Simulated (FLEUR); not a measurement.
# Hf (Im-3m) in FLEUR: further runs

One crystal, Hf, is run at these levels: PBEsol; tasks: band structure.

All numbers are computed with FLEUR MaX-R8.1 (later development tree); they aren't measurements. Logs are shortened: lines on timing, memory, paths and dates and some standing lists are left out, and cuts for length are marked.

### Step 1. The crystal as given

The structure is cubic, space group Im-3m (No. 229). The conventional cell has a = 3.610 Å, b = 3.610 Å, c = 3.610 Å, α = 90.00°, β = 90.00°, γ = 90.00°. Around Hf (site symmetry m-3m) lie 8 Hf at 3.13 Å.

This isn't the form of Hf at room conditions, which is hcp.

### Step 2. Band structure, PBEsol

Input file inp.xml:

```xml
<?xml version="1.0" encoding="UTF-8" standalone="no"?>
<fleurInput fleurInputVersion="0.39">
   <comment>
      Hf                                                                                                  
   </comment>
   <calculationSetup>
      <cutoffs Kmax="4.1" Gmax="12.7" GmaxXC="12.7" numbands="0"/>
      <scfLoop itmax="60" minDistance="0.00001" maxIterBroyd="15" imix="Anderson" alpha="0.05" precondParam="0.0" spinf="2.0" sdNocoIR="T"/>
      <coreElectrons ctail="T" frcor="F" kcrel="0" coretail_lmax="0"/>
      <xcFunctional name="PBEs" relativisticCorrections="F"/>
      <magnetism jspins="1"/>
      <soc l_soc="F" theta="0.0" phi="0.0" spav="F"/>
      <expertModes spex="0" secvar="F"/>
      <geometryOptimization l_f="F" forcealpha="1.0" forcemix="BFGS" epsdisp="0.00001" epsforce="0.00001"/>
      <ldaU l_linMix="F" mixParam="0.05" spinf="1.0"/>
   </calculationSetup>
   <cell>
      <bzIntegration valenceElectrons="26.0" mode="hist" fermiSmearingEnergy="0.00183747">
         <kPointListSelection listName="default-1"/>
         <!-- k-points included here -->
         <xi:include xmlns:xi="http://www.w3.org/2001/XInclude" href="kpts.xml"> </xi:include>
      </bzIntegration>
      <!-- symmetry operations included here -->
      <xi:include xmlns:xi="http://www.w3.org/2001/XInclude" href="sym.xml"> </xi:include>
      <bulkLattice scale="1.0">
         <bravaisMatrix>
            <row-1>   -3.4109556549029998     3.4109556549029998     3.4109556549029998</row-1>
            <row-2>    3.4109556549029998    -3.4109556549029998     3.4109556549029998</row-2>
            <row-3>    3.4109556549029998     3.4109556549029998    -3.4109556549029998</row-3>
         </bravaisMatrix>
      </bulkLattice>
   </cell>
   <atomSpecies>
      <species name="Hafnium (Hf)" element="Hf" atomicNumber="72">
         <mtSphere radius="2.66" gridPoints="879" logIncrement="0.015"/>
         <atomicCutoffs lmax="10" lnonsphr="10"/>
         <electronConfig flipSpins="F">
            <coreConfig>(1s1/2) (2s1/2) (2p1/2) (2p3/2) (3s1/2) (3p1/2) (3p3/2) (4s1/2) (3d3/2) (3d5/2) (4p1/2) (4p3/2) (4d3/2) (4d5/2)</coreConfig>
            <valenceConfig>(5s1/2) (5p1/2) (5p3/2) (6s1/2) (4f5/2) (4f7/2) (5d3/2) (5d5/2)</valenceConfig>
            <stateOccupation state="(5d3/2)" spinUp="0.400000" spinDown="0.400000"/>
            <stateOccupation state="(5d5/2)" spinUp="0.600000" spinDown="0.600000"/>
         </electronConfig>
         <energyParameters s="6" p="6" d="5" f="4"/>
         <lo type="SCLO" l="0" n="5" eDeriv="0"/>
         <lo type="SCLO" l="1" n="5" eDeriv="0"/>
         <lo type="SCLO" l="2" n="5" eDeriv="2"/>
         <lo type="SCLO" l="3" n="4" eDeriv="2"/>
      </species>
   </atomSpecies>
   <atomGroups>
      <atomGroup species="Hafnium (Hf)">
         <relPos label="                   1">.0000000000 .0000000000 .0000000000</relPos>
         <force calculate="T" relaxXYZ="TTT"/>
      </atomGroup>
   </atomGroups>
   <output dos="F" band="F" slice="F">
      <checks vchk="F" cdinf="F"/>
      <bandDOS minEnergy="-.5*Htr" maxEnergy="0.5*Htr" sigma="0.015" storeEVData="T"/>
      <vacuumDOS vacdos="F" integ="F" star="F" nstars="0" locx1="0.0" locy1="0.0" locx2="0.0" locy2="0.0" nstm="0" tworkf="0.0"/>
      <unfoldingBand unfoldBand="F" supercellX="1" supercellY="1" supercellZ="1"/>
      <plotting iplot="0" polar="F">
         <plot TwoD="T" vec1="  1.0  0.0  0.0" vec2="  0.0  1.0  0.0" vec3="  0.0  0.0  1.0" zero="  0.0  0.0  0.0" file="plot"/>
      </plotting>
      <chargeDensitySlicing numkpt="0" minEigenval="0.0" maxEigenval="0.0" nnne="0" pallst="F"/>
      <specialOutput eonly="F"/>
      <moessbauerParams electricFieldGradient="T" isomerShift="T" coreHyperfine="T" valenceHyperfine="T"/>
      <magneticCircularDichroism mcd="F" energyLo="-10.0" energyUp="0.0"/>
   </output>
  <!-- We include the file relax.xml here to enable relaxations (see documentation) -->
  <xi:include xmlns:xi="http://www.w3.org/2001/XInclude" href="relax.xml"> <xi:fallback/> </xi:include>
</fleurInput>
```

Input file crystal.txt:

```
Hf
&input cartesian=F /
-1.8050000000  1.8050000000  1.8050000000
1.8050000000  -1.8050000000  1.8050000000
1.8050000000  1.8050000000  -1.8050000000
1.8897261246
1.0 1.0 1.0

1
72 0.0000000000  0.0000000000  0.0000000000

&kpt div1=10 div2=10 div3=10 gamma=T /
```

Input file inp.xml (bands):

```
<?xml version="1.0" encoding="UTF-8" standalone="no"?>
<fleurInput fleurInputVersion="0.39">
   <comment>
      Hf                                                                                                  
   </comment>
   <calculationSetup>
      <cutoffs Kmax="4.1" Gmax="12.7" GmaxXC="12.7" numbands="0"/>
      <scfLoop itmax="60" minDistance="0.00001" maxIterBroyd="15" imix="Anderson" alpha="0.05" precondParam="0.0" spinf="2.0" sdNocoIR="T"/>
      <coreElectrons ctail="T" frcor="F" kcrel="0" coretail_lmax="0"/>
      <xcFunctional name="PBEs" relativisticCorrections="F"/>
      <magnetism jspins="1"/>
      <soc l_soc="F" theta="0.0" phi="0.0" spav="F"/>
      <expertModes spex="0" secvar="F"/>
      <geometryOptimization l_f="F" forcealpha="1.0" forcemix="BFGS" epsdisp="0.00001" epsforce="0.00001"/>
      <ldaU l_linMix="F" mixParam="0.05" spinf="1.0"/>
   </calculationSetup>
   <cell>
      <bzIntegration valenceElectrons="26.0" mode="hist" fermiSmearingEnergy="0.00183747">
         <kPointListSelection listName="path-1"/>
         <!-- k-points included here -->
         <xi:include xmlns:xi="http://www.w3.org/2001/XInclude" href="kpts.xml"> </xi:include>
      </bzIntegration>
      <!-- symmetry operations included here -->
      <xi:include xmlns:xi="http://www.w3.org/2001/XInclude" href="sym.xml"> </xi:include>
      <bulkLattice scale="1.0">
         <bravaisMatrix>
            <row-1>   -3.4109556549029998     3.4109556549029998     3.4109556549029998</row-1>
            <row-2>    3.4109556549029998    -3.4109556549029998     3.4109556549029998</row-2>
            <row-3>    3.4109556549029998     3.4109556549029998    -3.4109556549029998</row-3>
         </bravaisMatrix>
      </bulkLattice>
   </cell>
   <atomSpecies>
      <species name="Hafnium (Hf)" element="Hf" atomicNumber="72">
         <mtSphere radius="2.66" gridPoints="879" logIncrement="0.015"/>
         <atomicCutoffs lmax="10" lnonsphr="10"/>
         <electronConfig flipSpins="F">
            <coreConfig>(1s1/2) (2s1/2) (2p1/2) (2p3/2) (3s1/2) (3p1/2) (3p3/2) (4s1/2) (3d3/2) (3d5/2) (4p1/2) (4p3/2) (4d3/2) (4d5/2)</coreConfig>
            <valenceConfig>(5s1/2) (5p1/2) (5p3/2) (6s1/2) (4f5/2) (4f7/2) (5d3/2) (5d5/2)</valenceConfig>
            <stateOccupation state="(5d3/2)" spinUp="0.400000" spinDown="0.400000"/>
            <stateOccupation state="(5d5/2)" spinUp="0.600000" spinDown="0.600000"/>
         </electronConfig>
         <energyParameters s="6" p="6" d="5" f="4"/>
         <lo type="SCLO" l="0" n="5" eDeriv="0"/>
         <lo type="SCLO" l="1" n="5" eDeriv="0"/>
         <lo type="SCLO" l="2" n="5" eDeriv="2"/>
         <lo type="SCLO" l="3" n="4" eDeriv="2"/>
      </species>
   </atomSpecies>
   <atomGroups>
      <atomGroup species="Hafnium (Hf)">
         <relPos label="                   1">.0000000000 .0000000000 .0000000000</relPos>
         <force calculate="T" relaxXYZ="TTT"/>
      </atomGroup>
   </atomGroups>
   <output dos="F" band="T" slice="F">
      <checks vchk="F" cdinf="F"/>
      <bandDOS minEnergy="-.5*Htr" maxEnergy="0.5*Htr" sigma="0.015" storeEVData="T"/>
      <vacuumDOS vacdos="F" integ="F" star="F" nstars="0" locx1="0.0" locy1="0.0" locx2="0.0" locy2="0.0" nstm="0" tworkf="0.0"/>
      <unfoldingBand unfoldBand="F" supercellX="1" supercellY="1" supercellZ="1"/>
      <plotting iplot="0" polar="F">
         <plot TwoD="T" vec1="  1.0  0.0  0.0" vec2="  0.0  1.0  0.0" vec3="  0.0  0.0  1.0" zero="  0.0  0.0  0.0" file="plot"/>
      </plotting>
      <chargeDensitySlicing numkpt="0" minEigenval="0.0" maxEigenval="0.0" nnne="0" pallst="F"/>
      <specialOutput eonly="F"/>
      <moessbauerParams electricFieldGradient="T" isomerShift="T" coreHyperfine="T" valenceHyperfine="T"/>
      <magneticCircularDichroism mcd="F" energyLo="-10.0" energyUp="0.0"/>
   </output>
  <!-- We include the file relax.xml here to enable relaxations (see documentation) -->
  <xi:include xmlns:xi="http://www.w3.org/2001/XInclude" href="relax.xml"> <xi:fallback/> </xi:include>
</fleurInput>
```

Potentials or basis: all-electron, FLAPW.

Command:

```console
inpgen -f crystal.txt -profile fastHighL
# inp.xml edited to the form shown
fleur_MPI
fleur_MPI   # second run, on inp.xml (bands)
```

What it wrote:

```text
Welcome to FLEUR        (www.flapw.de)
      MaX-Release 8.1          (www.max-centre.eu)

 ========== k-point set info ==========
 Selected k-point list: default-1
 k-point list type: mesh
 10 x 10 x 10
 Number of k points: 47

 ------------Calculation Setup---------------------------
 Number of MPI-tasks      :            1
 Number of PE/node        :            1
 Number of OMP-threads    :            1
 Most efficient MPI parallelization for:
           1          47
 Additional eigenvalue parallelization possible
 Number of basis functions:          220
 Approximate size of matrices (H+S) per k-point:         0.001 GB
 --------------------------------------------------------
 Iteration:     1   Distance:       8.42881640 me/bohr^3
 Iteration:     2   Distance:       7.56210127 me/bohr^3
 Iteration:     3   Distance:       4.19140127 me/bohr^3
 Iteration:     4   Distance:       1.02360651 me/bohr^3
 Iteration:     5   Distance:       0.88223489 me/bohr^3
 Iteration:     6   Distance:       0.27222168 me/bohr^3
 Iteration:     7   Distance:       0.21430204 me/bohr^3
 Iteration:     8   Distance:       0.03236949 me/bohr^3
 Iteration:     9   Distance:       0.00619137 me/bohr^3
 Iteration:    10   Distance:       0.00481078 me/bohr^3
 Iteration:    11   Distance:       0.00013636 me/bohr^3
 Iteration:    12   Distance:       0.00019800 me/bohr^3
 Iteration:    13   Distance:       0.00000386 me/bohr^3

 ********************************************************************
 Run finished successfully
 Stop message:
   all done
 ********************************************************************
```

output (bands):

```text
Welcome to FLEUR        (www.flapw.de)
      MaX-Release 8.1          (www.max-centre.eu)

 ========== k-point set info ==========
 Selected k-point list: path-1
 k-point list type: path
 Number of k points: 60

 ------------Calculation Setup---------------------------
 Number of MPI-tasks      :            1
 Number of PE/node        :            1
 Number of OMP-threads    :            1
 Most efficient MPI parallelization for:
           1           2           3           4           5           6          10          12          15          20          30          60
 Additional eigenvalue parallelization possible
 Number of basis functions:          225
 Approximate size of matrices (H+S) per k-point:         0.001 GB
 --------------------------------------------------------
 Fermi energy correction for metals:
 Fermi energy in bands.* files may not be consistent with last density.
 Please correct it manually (e.g. in band.gnu file).

 Note: Band structure data (together with different weights) is also stored in the banddos.hdf file.
       A convenient way of extracting and plotting the data from that file is by making use of the

 ********************************************************************
 Run finished successfully
 Stop message:
   Charge density postprocessing done.
 ********************************************************************
```

out.xml (last iteration):

```text
<iteration numberForCurrentRun="   13" overallNumber="   13">
         <energyParameters units="Htr">
            <atomicEP atomType="1" spin="1" branch="6s" branchLowest="-1.88" branchHighest="1.82" value="0.2508008671"/>
            <atomicEP atomType="1" spin="1" branch="6p" branchLowest="-0.67" branchHighest="2.64" value="0.3866484564"/>
            <atomicEP atomType="1" spin="1" branch="5d" branchLowest="-7.01" branchHighest="0.86" value="0.3959385618"/>
            <atomicEP atomType="1" spin="1" branch="4f" branchLowest="-9.99" branchHighest="-0.05" value="-0.0292688778"/>
            <loAtomicEP atomType="1" spin="1" branch="5s" branchLowest="-18.22" branchHighest="-1.88" value="-1.8939986859"/>
            <loAtomicEP atomType="1" spin="1" branch="5p" branchLowest="-13.32" branchHighest="-0.67" value="-0.7598333928"/>
            <loAtomicEP atomType="1" spin="1" branch="5d" branchLowest="-7.01" branchHighest="0.86" value="0.3925404283"/>
            <loAtomicEP atomType="1" spin="1" branch="4f" branchLowest="-9.99" branchHighest="-0.05" value="-0.0506580371"/>
         </energyParameters>
         <eigenvalues>
            <eigenvaluesAt spin="1" ikpt="1" k_x="0.00000000" k_y="0.00000000" k_z="0.00000000">
                      -1.8958915265       -0.7300161888       -0.7300161888       -0.7300161888       -0.0577768895
                      -0.0577768895       -0.0577768895       -0.0555029135       -0.0555029135       -0.0555029135
                      -0.0545435826        0.1179555728        0.4241049130        0.4241049130        0.4241049130
                       0.5215637244        0.5215637244        0.8499710724        0.8499710724        0.8499710724
                       1.1807919481
            </eigenvaluesAt>
            <eigenvaluesAt spin="1" ikpt="2" k_x="0.00000000" k_y="0.00000000" k_z="0.10000000">
                      -1.8957025958       -0.7326049132       -0.7308389746       -0.7300231891       -0.0577113431
                      -0.0576248013       -0.0576180106       -0.0556581644       -0.0555673422       -0.0555600993
                      -0.0547439378        0.1306574470        0.4155893920        0.4202774006        0.4367579109
                       0.5095491010        0.5216965176        0.8607898738        0.8729016550        0.8815846951
                       1.0847715129
            </eigenvaluesAt>
            <eigenvaluesAt spin="1" ikpt="3" k_x="0.00000000" k_y="0.00000000" k_z="0.20000000">
                      -1.8952069946       -0.7392303230       -0.7329761723       -0.7300423497       -0.0575613561
                      -0.0572057252       -0.0571848265       -0.0560187832       -0.0559063987       -0.0556619284
[... 37 lines left out ...]
         </coreStates>
         <allElectronCharges>
            <spinDependentCharge spin="1" total="72.0000000" interstitial="1.9946868" mtSpheres="70.0053132"/>
            <totalCharge value="71.9999999996"/>
         </allElectronCharges>
         <moessbauerParams unitsHFF="kG" unitsIS="e/bohr^3" unitsEFG="Htr/bohr^2">
            <coreIsomerShift atomType="1" isTotal="1280492.35686">
               <shell n="1" l="0" isomerShift="1075900.06303"/>
               <shell n="2" l="0" isomerShift="151307.59636"/>
               <shell n="2" l="1" isomerShift="8621.88174"/>
               <shell n="3" l="0" isomerShift="33733.37121"/>
               <shell n="3" l="1" isomerShift="2144.40381"/>
               <shell n="4" l="0" isomerShift="8272.33300"/>
               <shell n="3" l="2" isomerShift="0.00081"/>
               <shell n="4" l="1" isomerShift="512.70670"/>
               <shell n="4" l="2" isomerShift="0.00020"/>
            </coreIsomerShift>
            <isomerShift atomType="1" nucleusRadius="0.0001330" averageDensity="1281943.40502"/>
            <electricFieldGradient atomType="1" VXX="0.00000" VYY="0.00000" VZZ="0.00000" asymParam="0.00000">
            </electricFieldGradient>
         </moessbauerParams>
         <totalEnergy                                    value="   -15093.2783055968" units="Htr">
            <sumOfEigenvalues                            value="    -9226.3632482037">
               <coreElectrons value="-9218.5636536207"/>
               <valenceElectrons value="-7.7995945830"/>
            </sumOfEigenvalues>
            <densityCoulombPotentialIntegral value="-25708.1268058587"/>
            <densityEffectivePotentialIntegral value="-26110.1825972251"/>
            <chargeDenXCDenIntegral value="-305.3012655110"/>
            <FockExchangeEnergyValence value="0.0000000000"/>
            <FockExchangeEnergyCore value="0.0000000000"/>
            <atomTypeDependentContributions atomType="1">
               <electronNucleiInteractionDifferentMTs value="18779.0477013284"/>
               <MadelungTerm value="-38.6852848494"/>
            </atomTypeDependentContributions>
            <tkbTimesEntropy value="0.0005543777"/>
            <freeEnergy value="-15093.2788599746"/>
            <extrapolationTo0K value="-15093.2785827857"/>
         </totalEnergy>
         <densityConvergence units="me/bohr^3">
            <chargeDensity spin="1" distance="0.0000038586"/>
         </densityConvergence>
      </iteration>
```

It took 15 s on 1 thread of Arm Neoverse V2, shared host; peak memory 0.07 GiB.

Results:

* Free energy: -410709.0408 eV
* Band gap along the path: none (metal or under the smearing width)
* Valence electrons inside the program's atomic spheres: Hf 24.01 (radii Hf 2.66 bohr)

Levels at the corners of the path, in eV from the Fermi level:
| point | band 11 | band 12 | band 13 | band 14 | band 15 | band 16 |
| --- | --- | --- | --- | --- | --- | --- |
| Γ | -11.57 | -6.88 | 1.45 | 1.45 | 1.45 | 4.11 |
| H | -11.59 | -2.37 | -2.37 | 6.40 | 6.40 | 6.40 |
| N | -11.59 | -3.24 | -0.44 | 0.91 | 3.90 | 4.86 |
| Γ | -11.57 | -6.88 | 1.45 | 1.45 | 1.45 | 4.11 |
| P | -11.61 | -0.64 | -0.64 | -0.64 | 5.00 | 5.00 |
| H | -11.59 | -2.37 | -2.37 | 6.40 | 6.40 | 6.40 |
| P | -11.61 | -0.64 | -0.64 | -0.64 | 5.00 | 5.00 |
| N | -11.59 | -3.24 | -0.44 | 0.91 | 3.90 | 4.86 |

Core levels (eV from the Fermi level):
```tsv
atom	levels
1 Hf	1s1/2 -65172.0, 2s1/2 -11134.6, 2p1/2 -10634.4, 2p3/2 -9443.1, 3s1/2 -2532.8, 3p1/2 -2311.1, 3p3/2 -2055.8, 4s1/2 -505.8, 3d3/2 -1680.5, 3d5/2 -1624.9, 4p1/2 -415.0, 4p3/2 -356.5, 4d3/2 -207.4, 4d5/2 -196.6
```

Caveat: spin-orbit coupling is left out, which moves the levels of the heavy elements.

### Step 3. Band structure, PBEsol, spin-orbit coupling, no magnetisation

Changes to inp.xml since step 2:

```diff
@@ -6,3 +6,3 @@
    <calculationSetup>
-      <cutoffs Kmax="4.1" Gmax="12.7" GmaxXC="12.7" numbands="0"/>
+      <cutoffs Kmax="4.1" Gmax="12.7" GmaxXC="12.7" numbands="all"/>
       <scfLoop itmax="60" minDistance="0.00001" maxIterBroyd="15" imix="Anderson" alpha="0.05" precondParam="0.0" spinf="2.0" sdNocoIR="T"/>
@@ -11,3 +11,3 @@
       <magnetism jspins="1"/>
-      <soc l_soc="F" theta="0.0" phi="0.0" spav="F"/>
+      <soc l_soc="T" theta="0.0" phi="0.0" spav="F"/>
       <expertModes spex="0" secvar="F"/>
```

Changes to crystal.txt since step 2:

```diff
@@ -11,2 +11,3 @@
 
-&kpt div1=10 div2=10 div3=10 gamma=T /
+&soc 0.0 0.0 /
+&kpt div1=8 div2=8 div3=8 gamma=T /
```

Changes to inp.xml (bands) since step 2:

```diff
@@ -6,3 +6,3 @@
    <calculationSetup>
-      <cutoffs Kmax="4.1" Gmax="12.7" GmaxXC="12.7" numbands="0"/>
+      <cutoffs Kmax="4.1" Gmax="12.7" GmaxXC="12.7" numbands="all"/>
       <scfLoop itmax="60" minDistance="0.00001" maxIterBroyd="15" imix="Anderson" alpha="0.05" precondParam="0.0" spinf="2.0" sdNocoIR="T"/>
@@ -11,3 +11,3 @@
       <magnetism jspins="1"/>
-      <soc l_soc="F" theta="0.0" phi="0.0" spav="F"/>
+      <soc l_soc="T" theta="0.0" phi="0.0" spav="F"/>
       <expertModes spex="0" secvar="F"/>
```

Potentials or basis: all-electron, FLAPW.

Command:

```console
inpgen -f crystal.txt -profile fastHighL
# inp.xml edited to the form shown
fleur_MPI
fleur_MPI   # second run, on inp.xml (bands)
```

It took 5.8 min on 1 thread of Arm Neoverse V2, shared host; peak memory 0.19 GiB.

The run converged. Its results:

| Quantity | Value |
| --- | --- |
| Free energy | -410709.8233 eV |
| Band gap along the path | none (metal or under the smearing width) |
| Valence electrons inside the program's atomic spheres | Hf 24.01 (radii Hf 2.66 bohr) |

Levels at the corners of the path, in eV from the Fermi level:
| point | band 24 | band 25 | band 26 | band 27 | band 28 | band 29 |
| --- | --- | --- | --- | --- | --- | --- |
| Γ | -6.87 | 1.32 | 1.32 | 1.32 | 1.32 | 1.66 |
| H | -2.37 | -2.37 | -2.37 | 5.82 | 5.82 | 6.22 |
| N | -3.23 | -0.45 | -0.45 | 0.94 | 0.94 | 3.89 |
| Γ | -6.87 | 1.32 | 1.32 | 1.32 | 1.32 | 1.66 |
| P | -0.93 | -0.48 | -0.48 | -0.48 | -0.48 | 4.99 |
| H | -2.37 | -2.37 | -2.37 | 5.82 | 5.82 | 6.22 |
| P | -0.93 | -0.48 | -0.48 | -0.48 | -0.48 | 4.99 |
| N | -3.23 | -0.45 | -0.45 | 0.94 | 0.94 | 3.89 |

Core levels (eV from the Fermi level):
```tsv
atom	levels
1 Hf	1s1/2 -65172.0, 2s1/2 -11134.7, 2p1/2 -10634.4, 2p3/2 -9443.1, 3s1/2 -2532.8, 3p1/2 -2311.1, 3p3/2 -2055.8, 4s1/2 -505.9, 3d3/2 -1680.6, 3d5/2 -1624.9, 4p1/2 -415.1, 4p3/2 -356.6, 4d3/2 -207.4, 4d5/2 -196.7
```
